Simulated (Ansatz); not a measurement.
## MgB2 under strains and displacements

Computed with DFT PBE, scalar-relativistic, plane waves, PAW in Ansatz 0.2.0.

Cutoff 420 eV; k points 15×15×12 on the computed 3-atom cell (Γ-centred); Gaussian smearing, width 0.10 eV; no spin polarisation.

Reference cell:

```
CELL_PARAMETERS angstrom
3.08500 0.00000 0.00000
-1.54250 2.67169 0.00000
0.00000 0.00000 3.52300
ATOMIC_POSITIONS crystal
Mg 0.00000 0.00000 0.00000
B 0.33333 0.66667 0.50000
B 0.66667 0.33333 0.50000
```

Each variant moves atoms of this cell by the vectors given, if any (Å), and then applies a symmetric strain (tensor components, Cartesian axes). The reference cell isn't relaxed at this level. Energies are per atom at zero smearing, counted from the lowest variant. Pressure is positive in compression.

1. strain (xx yy zz yz xz xy, %) -6.02 -6.02 2.98 0.00 0.00 0.00
2. strain (xx yy zz yz xz xy, %) -5.93 -5.93 0.07 0.00 0.00 0.00
3. strain (xx yy zz yz xz xy, %) -1.84 -1.84 -0.34 0.00 0.00 0.00
4. strain (xx yy zz yz xz xy, %) 2.09 2.09 0.59 0.00 0.00 0.00

| result | ΔE (meV/atom) | P (GPa) |
| --- | --- | --- |
| A | 98.4 | 24.98 |
| B | 0.0 | 6.07 |
| C | 104.5 | 21.04 |
| D | 10.3 | -7.97 |

Which variant gave which result?

A is 2, B is 3, C is 1, D is 4. The pressure falls as the cell grows: from the smallest volume to the largest the variants are 2, 1, 3, 4.